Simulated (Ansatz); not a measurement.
# 2H-WS2 bilayer (2H stacking) in a perpendicular field, part 3 of 3

Wanted: the out-of-plane response of the 2H-WS2 bilayer (2H stacking). A positive field points along +c.

Ansatz 0.2.0; plane-wave DFT, PBE-D3(BJ), Ansatz PAW.

So far. Step 9 (Atoms held, field -0.2 V/Å): The dipole is -0.0980 e·Å, and the gap 1.325 eV. Step 10 (Single point, field 0.3 V/Å): The dipole is 0.147 e·Å, and the gap 1.293 eV.

## 11. Single point, field -0.3 V/Å

File input.yaml:

```yaml
crystal:
  lattice:
    - [3.1567944301, 0.0, 0.0]
    - [-1.5783972151, 2.733864171, 0.0]
    - [0.0, 0.0, 27.2343582504]
  atoms:
    - { symbol: S, position: [0.3333333333, 0.6666666667, 0.3304649192] }
    - { symbol: W, position: [0.0, 0.0, 0.3883523795] }
    - { symbol: S, position: [0.3333333333, 0.6666666667, 0.4461693152] }
    - { symbol: S, position: [0.0, 0.0, 0.5538306848] }
    - { symbol: W, position: [0.3333333333, 0.6666666667, 0.6116476205] }
    - { symbol: S, position: [0.0, 0.0, 0.6695350808] }
kpoints:
  mp_grid: { grid: [18, 18, 1] }
  band_path:
    path: [[0, 0, 0], [0.5, 0, 0], [0.33333333, 0.33333333, 0], [0, 0, 0]]
    npoints: 16
hamiltonian:
  xc: pbe
  dispersion: d3bj
scf:
  occupations: { method: fermi_dirac, width: 0.02585 }
  convergence: { dr2_threshold: 1.0e-10 }
efield:
  axis: 3
  dipole_correction: true
  ramp_position: 0.9515
  ramp_width: 0.0971
  amplitude: -0.3
output:
  write_potential: true
  write_density: true
  volumetric_format: npy
```

On the command line:

```
$ ansatz run input.yaml --threads 2 --pin off --max-ram 4096MiB --backend cpu --events-out ev --progress --plain --runs-dir out
```

Numbers of over 12 decimals in the logs are rounded to 6 here.

The log of the run:

```text
[...]
Crystal: 6 atoms, lattice volume = 235.039 Å³
Basis set: ecut = 420 eV, 4531 PW (Γ)
Bands: 32, of which v1, the nominal top of the filled ones, is band 26 counted from 1 (25 counted from 0)
Symmetry: 6 space group operations
k-points: 37 of 324 (time reversal used)
[...]
k-point 0: bands = [... 22 lower, 0.4794, 0.4794, 1.5680, 2.3539, 4.7044, 4.7044, 4.8189, 4.8189, ... 2 higher]
  k-point 1: bands = [... 22 lower, 0.3937, 0.6576, 1.5620, 2.2827, 4.6479, 4.7179, 4.7706, 4.8026, ... 2 higher]
  k-point 2: bands = [... 22 lower, 0.3571, 0.7840, 1.5161, 2.0591, 4.4131, 4.5879, 4.6434, 4.7663, ... 2 higher]
  k-point 36: bands = [... 22 lower, -0.5991, -0.3605, 1.7470, 2.0502, 3.6991, 3.9777, 4.8024, 5.5335, ... 2 higher]
[key lines of the parts left out:]
SCF converged after 14 iterations
Free energy (F): -24385.028307 eV
Fermi energy:    2.978886 eV
Dipole field:    D = -0.113199 V/Å  (p = -0.147035 e·Å, saw-weighted, corrected)
```

Elapsed: 48 s, on 2 threads of Intel Xeon at 2.50GHz (Skylake/Cascade Lake), shared host; peak memory 0.62 GiB.

The dipole is -0.147 e·Å, and the gap 1.293 eV.

## 12. Single point, field 0.4 V/Å

input.yaml: that of step 11 with these lines changed.

```diff
@@ -26,5 +26,5 @@
   dipole_correction: true
-  ramp_position: 0.9515
-  ramp_width: 0.0971
-  amplitude: -0.3
+  ramp_position: 0.9174
+  ramp_width: 0.1652
+  amplitude: 0.4
 output:
```

The log of the run:

```text
[...]
Crystal: 6 atoms, lattice volume = 235.039 Å³
Basis set: ecut = 420 eV, 4531 PW (Γ)
Bands: 32, of which v1, the nominal top of the filled ones, is band 26 counted from 1 (25 counted from 0)
Symmetry: 6 space group operations
k-points: 37 of 324 (time reversal used)
[...]
k-point 0: bands = [... 22 lower, 0.5230, 0.5230, 1.5554, 2.3673, 4.6551, 4.6551, 4.7747, 4.7747, ... 2 higher]
  k-point 1: bands = [... 22 lower, 0.4372, 0.6834, 1.5495, 2.2971, 4.5942, 4.6723, 4.7240, 4.7555, ... 2 higher]
  k-point 2: bands = [... 22 lower, 0.3294, 0.8017, 1.5002, 2.0784, 4.3605, 4.5497, 4.5981, 4.8064, ... 2 higher]
  k-point 36: bands = [... 22 lower, -0.6333, -0.3191, 1.7011, 2.0907, 3.6504, 4.0213, 4.7795, 5.5503, ... 2 higher]
[key lines of the parts left out:]
SCF converged after 14 iterations
Free energy (F): -24385.045464 eV
Fermi energy:    2.970729 eV
Dipole field:    D = 0.150987 V/Å  (p = 0.196118 e·Å, saw-weighted, corrected)
```

The job ended after 52 s (2 threads; peak memory 0.63 GiB; 1.7 min of CPU time).

The dipole is 0.196 e·Å, and the gap 1.250 eV.

## 13. Atoms held, field -0.4 V/Å

input.yaml: that of step 12 with these lines changed.

```diff
@@ -28,3 +28,3 @@
   ramp_width: 0.1652
-  amplitude: 0.4
+  amplitude: -0.4
 output:
```

The log of the run:

```text
[...]
Crystal: 6 atoms, lattice volume = 235.039 Å³
Basis set: ecut = 420 eV, 4531 PW (Γ)
Bands: 32, of which v1, the nominal top of the filled ones, is band 26 counted from 1 (25 counted from 0)
Symmetry: 6 space group operations
k-points: 37 of 324 (time reversal used)
[...]
k-point 0: bands = [... 22 lower, 0.5230, 0.5230, 1.5554, 2.3673, 4.6551, 4.6551, 4.7747, 4.7747, ... 2 higher]
  k-point 1: bands = [... 22 lower, 0.4372, 0.6834, 1.5495, 2.2971, 4.5943, 4.6723, 4.7240, 4.7555, ... 2 higher]
  k-point 2: bands = [... 22 lower, 0.3294, 0.8017, 1.5002, 2.0784, 4.3605, 4.5497, 4.5981, 4.8064, ... 2 higher]
  k-point 36: bands = [... 22 lower, -0.6333, -0.3191, 1.7011, 2.0907, 3.6504, 4.0213, 4.7795, 5.5503, ... 2 higher]
[key lines of the parts left out:]
SCF converged after 15 iterations
Free energy (F): -24385.045464 eV
Fermi energy:    2.970728 eV
Dipole field:    D = -0.150980 V/Å  (p = -0.196109 e·Å, saw-weighted, corrected)
```

Wall time 53 s (2 threads); peak memory 0.63 GiB; 1.7 min of CPU time.

The dipole is -0.196 e·Å, and the gap 1.250 eV.

## 14. Response, atoms held

This step: plane-wave DFT, PBE-D3(BJ), Ansatz PAW; response to a field along the normal, atoms held (Ansatz 0.2.0).

The dipoles give the slope, and the difference of two potentials shows where the field is screened.

Numbers from this step:

| Item | Value |
| --- | --- |
| equivalent conductor thickness p/(ε₀AE) | 10.27 Å |
| distance between the outer atoms | 9.234 Å |

Table of dipole of the cell by applied field:

```csv
applied field (V/Å),dipole of the cell (e·Å)
-0.400,-0.196
-0.300,-0.147
-0.200,-0.0980
-0.100,-0.0490
-0.050,-0.0245
0.000,-2.1e-7
0.050,0.0245
0.100,0.0490
0.200,0.0980
0.300,0.147
0.400,0.196
```

Local field over the applied field, running mean. From the potentials at -0.05 and 0.05 V/Å; running mean over 2.8 Å. Local field over applied field against z:

```csv
z (Å),local field over applied field
5,0.996
6,0.965
7,0.802
8,0.494
9,0.196
10,0.0600
11,0.0500
12,0.130
13,0.256
14,0.270
15,0.163
16,0.0605
17,0.0490
18,0.147
19,0.417
20,0.737
21,0.945
22,0.993
23,0.999
```

Electrons, planar mean, per unit field. Induced electron density against z:

```csv
z (Å),induced electron density (e/Å³ per V/Å)
4.5,4.4e-6
5.0,1.4e-5
5.5,4.3e-5
6.0,1.3e-4
6.5,3.7e-4
7.0,9.9e-4
7.5,0.00231
8.0,0.00361
8.5,0.00205
9.0,9.8e-4
9.5,3.5e-4
10.0,-5.3e-4
10.5,5.3e-5
11.0,3.2e-4
11.5,1.1e-4
12.0,-8.5e-4
12.5,-0.00115
13.0,-0.00224
13.5,-6.0e-4
14.0,0.00176
14.5,0.00189
15.0,8.1e-4
15.5,4.9e-4
16.0,-4.2e-4
16.5,-2.3e-4
17.0,3.0e-4
17.5,3.4e-4
18.0,-0.00103
18.5,-0.00109
19.0,-0.00332
19.5,-0.00308
20.0,-0.00151
20.5,-6.0e-4
21.0,-2.1e-4
21.5,-7.3e-5
22.0,-2.4e-5
22.5,-7.6e-6
23.0,-2.3e-6
```

The smaller of the gaps on the path and on the k-mesh, counted as 0 under 0.03 eV. Table of gap by applied field:

```csv
applied field (V/Å),gap (eV)
-0.400,1.25
-0.300,1.29
-0.200,1.32
-0.100,1.35
-0.050,1.35
0.000,1.35
0.050,1.35
0.100,1.35
0.200,1.32
0.300,1.29
0.400,1.25
```

By hand: between -0.05 and 0.05 V/Å the dipole changes by 0.04899 e·Å, a slope of 0.4899 e·Å²/V. A perfect conductor of thickness t has p = ε₀AEt, so t = 180.95 × 0.4899 / 8.630 = 10.27 Å (e/ε₀ = 180.95 V·Å, A in Å²).

The induced dipole is that of a conductor 10.27 Å thick.

## 15. Outcome

```
gap without field                          : 1.35 eV
ionisation energy, upper face              : 5.27 eV
electron affinity, upper face              : 3.91 eV
equivalent conductor thickness, atoms held : 10.3 Å
```

In words: The induced dipole equals that of a perfect conductor 10.27 Å thick, while the outer atoms lie 9.23 Å apart; an out-of-plane ε follows only once a thickness t is chosen, by 1 − 1/ε = 10.27 Å / t. The gap goes from 1.35 eV to 1.25 eV at -0.4 V/Å. With the field reversed the gap is 1.25 eV at 0.4 V/Å. Semilocal functionals give gaps that are too small, and excitons are not included. Spin-orbit coupling is left out, which matters for the bands of elements this heavy.

[Logs are printed without paths, hosts, clocks, repeated set-up lines and the standing remarks that a program may print on its own settings, such as how far it seeks lower states.]

[Hosts, paths, dates, database ids (printed as entryN), source tags and the programs' standing remarks are cut or masked in the printed files.]

[Maps of the electrostatic potential energy from Ansatz leave out the sawtooth potential of an applied field or a dipole correction, so their vacuum need not be flat; planar profiles and work functions include it.]
